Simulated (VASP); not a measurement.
**PbO: single point with PBEsol**

Crystal: PbO.

```
CELL_PARAMETERS angstrom
5.91282 0.00000 0.00000
0.00000 5.52571 0.00000
0.00000 0.00000 4.71264
ATOMIC_POSITIONS crystal
Pb 0.23040 0.01076 0.75000
Pb 0.76960 0.98924 0.25000
Pb 0.76960 0.51076 0.75000
Pb 0.23040 0.48924 0.25000
O 0.86380 0.90823 0.75000
O 0.13620 0.09177 0.25000
O 0.13620 0.40823 0.75000
O 0.86380 0.59177 0.25000
```

The cell is a database's computed one.

```
Program             : VASP 6.6.1
Task                : single point
Functional          : PBEsol
Potentials or basis : VASP PAW PBE potentials, release 64 (Pb_d, O)
Cutoff              : 520 eV
k mesh              : 6 × 6 × 6
Occupations         : gaussian, width 0.02 eV
Spin                : non-collinear spin, zero start, spin-orbit coupling
Starting moments    : [[0.0, 0.0, 0.0], [0.0, 0.0, 0.0], [0.0, 0.0, 0.0], [0.0, 0.0, 0.0], [0.0, 0.0, 0.0], [0.0, 0.0, 0.0], [0.0, 0.0, 0.0], [0.0, 0.0, 0.0]] μB
```

| Property | Result |
| --- | --- |
| Pressure | -0.1 GPa |
| Largest force | 0.041 eV/Å |
| Net moment | 0.00 μB per cell |
| Valence electrons inside the program's atomic spheres | Pb 11.89; O 4.93 |

Forces on the atoms (eV/Å):
```
Pb  -0.014  0.005  0.000
Pb   0.014 -0.005  0.000
Pb   0.014  0.005  0.000
Pb  -0.014 -0.005  0.000
O    0.036 -0.019  0.000
O   -0.036  0.019  0.000
O   -0.036 -0.019  0.000
O    0.036  0.019  0.000
```

Stress tensor (GPa, compression positive):
```
-0.21  0.00  0.00
 0.00 -0.21  0.00
 0.00  0.00  0.03
```

Moments on the atoms (μB; x, y, z):
```
Pb  0.00 0.00 0.00
Pb  0.00 0.00 0.00
Pb  0.00 0.00 0.00
Pb  0.00 0.00 0.00
O   0.00 0.00 0.00
O   0.00 0.00 0.00
O   0.00 0.00 0.00
O   0.00 0.00 0.00
```

Wall time 33 min on 1 thread of Intel(R) Xeon(R) Platinum 8488C (Sapphire Rapids), on a shared host, peak memory 1.3 GiB.

Caveat: the PAW data sets were made with another functional, which shifts forces and pressure a little.
